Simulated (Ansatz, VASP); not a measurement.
# Two plane-wave programs on Sb

The input INCAR:

```
PREC = Accurate
ENCUT = 520
EDIFF = 1E-6
ISMEAR = 0
SIGMA = 0.1
LREAL = F
LASPH = T
NELM = 60
ALGO = Normal
ISIF = 2
LWAVE = F
LCHARG = F
GGA = PS
NBANDS = 12
```

The input KPOINTS:

```
regular mesh
0
Gamma
  12 12 12
```

POSCAR

```
Sb
1.0
    2.1610468774      1.2476809964      3.6880788114
   -2.1610468774      1.2476809964      3.6880788114
    0.0000000000     -2.4953619928      3.6880788114
Sb
2
Direct
    0.2356869044      0.2356869044      0.2356869044
    0.7643130956      0.7643130956      0.7643130956
```

Input for Ansatz:

```yaml
crystal:
  lattice:
    - [2.1610468774, 1.2476809964, 3.6880788114]
    - [-2.1610468774, 1.2476809964, 3.6880788114]
    - [0.0, -2.4953619928, 3.6880788114]
  atoms:
    - { symbol: Sb, position: [0.2356869044, 0.2356869044, 0.2356869044] }
    - { symbol: Sb, position: [0.7643130956, 0.7643130956, 0.7643130956] }
basis:
  ecutwfc: 600.0
kpoints:
  mp_grid: { grid: [12, 12, 12] }
hamiltonian:
  xc: pbesol
  pseudopotentials: { kind: paw, azcp: { folder: soft_1 } }
scf:
  occupations: { method: gaussian, width: 0.1 }
output:
  forces: true
  stress: true
  eigenvalues: true
```

Alike in both runs: task single point; functional PBEsol; k mesh 12 × 12 × 12; occupations gaussian, width 0.1 eV; no spin polarisation.

```csv
,VASP,Ansatz
version,VASP 6.6.1,Ansatz 0.2.0
potentials or method,"VASP PAW PBE potentials, release 64 (Sb)","scalar-relativistic, plane waves, PAW"
plane-wave cutoff (eV),520,600
valence electrons in the cell,10,30
```

Ansatz gave:

```
gap on the k mesh at the Fermi level (eV) : none
pressure (GPa)                            : 0.0
rms of the force components (eV/Å)        : 0.001
```

Q: Which values does VASP return?

A: gap on the k mesh at the Fermi level (eV): none; pressure (GPa): 0.2; rms of the force components (eV/Å): 0.027.

Atom by atom the forces differ by 0.028 eV/Å (rms over components). A gap of «none» marks a metal or a gap that the smearing closes. The two sets of potentials don't hold the same shells in valence. Ansatz warned: «pseudo_functional_mismatch».

Caveats: the PAW data sets were made with another functional, which shifts forces and pressure a little (VASP). The runs have no spin-orbit coupling, so splittings on Sb are missing.
